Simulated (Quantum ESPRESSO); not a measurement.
Crystal: MgS (Niningerite).

```
CELL_PARAMETERS angstrom
0.00000 2.60165 2.60165
2.60165 0.00000 2.60165
2.60165 2.60165 0.00000
ATOMIC_POSITIONS crystal
S 0.50000 0.50000 0.50000
Mg 0.00000 0.00000 0.00000
```

Base run:

- Program: Quantum ESPRESSO 7.5
- Functional: vdW-DF-cx
- Potentials or basis: SG15 PBE 1.2
- Cutoff: 952 eV
- Density cutoff: 3810 eV
- k mesh: 9 × 9 × 9
- Occupations: fermi-dirac, width 0.05 eV
- Spin: no spin polarisation

Its results: band gap on the k mesh 3.06 eV, indirect (least direct gap 3.79 eV); pressure 0.3 GPa.

Task: The run is repeated on the same cell with these changes: functional from vdW-DF-cx to RPBE. What comes out?

Result: Band gap on the k mesh 3.10 eV, indirect (least direct gap 3.86 eV); pressure 2.9 GPa.

Caveats: the potentials were made for another functional, which shifts forces and pressure; the mesh misses the band edges, which the band path finds closer together.

Not every run made on this cell is shown here.
